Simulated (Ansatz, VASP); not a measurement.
# Two plane-wave programs on CaF2 (Fluorite)

```
CELL_PARAMETERS angstrom
0.00000 2.67525 2.67525
2.67525 0.00000 2.67525
2.67525 2.67525 0.00000
ATOMIC_POSITIONS crystal
Ca 0.00000 0.00000 0.00000
F 0.75000 0.75000 0.75000
F 0.25000 0.25000 0.25000
```

Change from the starting cell: volume scaled by 0.94.

Alike in both runs: task single point; functional PBE; k mesh 8 × 8 × 8; occupations fermi-dirac, width 0.05 eV; no spin polarisation.

|  | VASP | Ansatz |
| --- | --- | --- |
| version | VASP 6.6.1 | Ansatz 0.2.0 |
| potentials or method | VASP PAW PBE potentials, release 64 (Ca_sv, F) | Ansatz PAW |
| plane-wave cutoff (eV) | 520 | 420 |
| valence electrons in the cell | 24 | 24 |

Ansatz gave:

| Item | Value |
| --- | --- |
| gap on the k mesh at the Fermi level (eV) | 7.68 |
| least direct gap on the mesh (eV) | 7.94 |
| pressure (GPa) | 8.4 |

What did VASP give for the same quantities?

gap on the k mesh at the Fermi level (eV): 7.65; least direct gap on the mesh (eV): 7.92; pressure (GPa): 8.8.

Caveats: the pressure holds a Pulay correction of +0.6 GPa for the finite cutoff (Ansatz). A k mesh can miss the band edges.
